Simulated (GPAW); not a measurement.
SnTe:

```
Te Sn
1.0
     0.00000    3.15085    3.15085
     3.15085    0.00000    3.15085
     3.15085    3.15085    0.00000
Te Sn
1 1
Direct
  0.50000 0.50000 0.50000
  0.00000 0.00000 0.00000
```

* Program: GPAW 26.7.0
* Task: relaxation of cell and atoms
* Functional: PBEsol
* Dispersion: D4
* Potentials or basis: PAW data sets generated in the run's folder for this functional
* Cutoff: 600 eV
* Basis: pw
* k mesh: 7 × 7 × 7
* Occupations: fermi-dirac, width 0.05 eV
* Spin: no spin polarisation

At the start: pressure -1.9 GPa; volume 31.28 Å³/atom.

**Question.** How do energy, volume and symmetry change on relaxing?

**Answer.** Over 3 steps the energy falls by 7.4 meV/atom and the volume is 29.98 Å³/atom (-4.1 %); space group Fm-3m (No. 225, to 0.05 Å).

The path:
```
step  energy change (eV)  largest force (eV/Å)  pressure (GPa)  volume (Å³)
   1              0.0000                0.0000           -1.87        62.56
   2             -0.0051                0.0000           -1.53        62.08
   3             -0.0148                0.0000            0.09        59.97
```

Final structure:
```
Te Sn
1.0
     0.00000    3.10671    3.10671
     3.10671    0.00000    3.10671
     3.10671    3.10671    0.00000
Te Sn
1 1
Direct
  0.50000 0.50000 0.50000
  0.00000 0.00000 0.00000
```

Caveat: later steps reuse the first step's grids.
